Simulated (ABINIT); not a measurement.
The system is MgS (Niningerite).

```
S Mg
1.0
     0.00000    2.60165    2.60165
     2.60165    0.00000    2.60165
     2.60165    2.60165    0.00000
S Mg
1 1
Direct
  0.50000 0.50000 0.50000
  0.00000 0.00000 0.00000
```

Program: ABINIT 10.8.3 (patched build). Alike in all runs: no spin polarisation; cell as given.

**Question.** Order these runs on this cell by their band gap on the k mesh, lowest first.
A. level TB-mBJ; potentials or basis JTH PAW LDA v2.0; k mesh 9 × 9 × 9; cutoff (eV) 653; smearing fermi-dirac 0.05 eV; fine-grid cutoff 1251.72 eV
B. level PBEsol; potentials or basis JTH PAW PBE v2.0; k mesh 9 × 9 × 9; cutoff (eV) 544; smearing fermi-dirac 0.05 eV; fine-grid cutoff 1088.46 eV
C. level HSE06; potentials or basis SPMS NC PBE v1.0; k mesh 6 × 6 × 6; cutoff (eV) 707; smearing fixed; most SCF steps 60
D. level PBE; potentials or basis PseudoDojo NC SR PBE v0.4.1 standard; k mesh 7 × 7 × 7; cutoff (eV) 1088; smearing fermi-dirac 0.05 eV
E. level PBE0; potentials or basis SPMS NC PBE v1.0; k mesh 6 × 6 × 6; cutoff (eV) 707; smearing fixed; most SCF steps 60

**Answer.** B (2.83 eV), D (3.00 eV), C (3.84 eV), A (4.09 eV), E (4.52 eV).

Caveats: the mesh misses the band edges, which the band path finds closer together (some runs); Libxc's HSE differs a little from that of other programs (some runs); the constant c of TB-mBJ comes from the pseudo density here, which moves gaps by up to 0.3 eV between sets of potentials (some runs); an odd mesh through Γ misses points on the zone boundary, where band edges often lie (some runs).

Not every run made on this cell is shown here.
